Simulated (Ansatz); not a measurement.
**Zone-centre phonons of RbBr at 1 GPa: input and output**

Method: DFT PBEsol, scalar-relativistic, plane waves, PAW in Ansatz.

Launched with:
```bash
ansatz run input.yaml --threads 1 --pin off --max-ram 1228MiB --backend cpu --events-out ev --progress --plain --runs-dir out
```

Input (bare energies are in eV):
```yaml
crystal:
  lattice:
    - [0.0, 3.3530172484, 3.3530172484]
    - [3.3530172484, 0.0, 3.3530172484]
    - [3.3530172484, 3.3530172484, 0.0]
  atoms:
    - { symbol: Rb, position: [0.0, 0.0, 0.0] }
    - { symbol: Br, position: [0.5, 0.5, 0.5] }
basis:
  ecutwfc: 420
kpoints:
  mp_grid: { grid: [6, 6, 6] }
hamiltonian:
  xc: pbesol
scf:
  occupations: { method: fixed }
output:
  eigenvalues: true
phonons:
  method: dfpt
  dielectric: true
  rigid_motions: translations
  eigenvectors: true
```

The end of the output:
```
--- Phonons (Γ-DFPT): 2 representative perturbations + reference, on 30 of 216 k-points (Σ response iterations 6) ---
  k mesh reduced under 8 symmetry operations, with k and −k counted as one. Each operation leaves every solved perturbation unchanged. A smaller set is not considered because the run solves the response ...
  ASR residual: 3.962e-4 → 0.000e0 eV/Å²; symmetrization residual: 3.568e-6 eV/Å²
  ASR residual per site (eV/Å²): 3.96e-4 4.81e-5
  Γ frequencies (cm⁻¹): 0.00 0.00 0.00 98.73 98.73 98.73
  ε∞ (high-frequency dielectric tensor):
        2.671880     0.000000     0.000000
        0.000000     2.671880     0.000000
        0.000000     0.000000     2.671880
  ε⁰ (static dielectric tensor: ions relaxed, cell fixed):
        4.808811     0.000000     0.000000
        0.000000     4.808811     0.000000
        0.000000     0.000000     4.808811
  ε⁰ − ε∞ (ionic part):
        2.136931     0.000000     0.000000
        0.000000     2.136931     0.000000
        0.000000     0.000000     2.136931
  softest optical mode at Γ: 98.73 cm⁻¹; the repairs (sum rule, projections) moved no ω² at Γ by more than (1.15 cm⁻¹)²
  Born effective charges Z* (e; rows j = field, columns β = displacement):
    site 0:
         1.14808    0.00000   -0.00000
         0.00000    1.14808   -0.00000
         0.00000   -0.00000    1.14808
    site 1:
        -1.14808   -0.00000    0.00000
        -0.00000   -1.14808    0.00000
        -0.00000    0.00000   -1.14808
  Z* charge neutrality: 2.091e-3 e pre-enforcement
  solved inside a basis spanned on kpoints, on 6×6×6 k-points, its susceptibility summed on 10×10×10: ε∞ is read to err by 5.9e-3, Z* by 1.1e-2 e (field_mesh: kpoints solves on kpoints); Z* is corrected for ...
  optical modes at Γ without the LO–TO term, one row a degenerate level:
      ω (cm⁻¹) modes IR ((D/Å)²/amu)
         98.73      3             2.2091
  optical modes at Γ + LO–TO along q̂ = [1.0000, 0.0000, 0.0000]:
      ω (cm⁻¹) modes IR ((D/Å)²/amu)
         98.73      2             1.4727
        132.46      1             0.7364
  optical modes at Γ + LO–TO along q̂ = [0.0000, 1.0000, 0.0000]:
      ω (cm⁻¹) modes IR ((D/Å)²/amu)
         98.73      2             1.4727
        132.46      1             0.7364
  optical modes at Γ + LO–TO along q̂ = [0.0000, 0.0000, 1.0000]:
      ω (cm⁻¹) modes IR ((D/Å)²/amu)
         98.73      2             1.4727
        132.46      1             0.7364
```

Time: 30 s on 1 thread of Intel(R) Xeon(R) Platinum 8259CL CPU @ 2.50GHz (Skylake/Cascade Lake), with other jobs on the host, peak memory 0.52 GiB.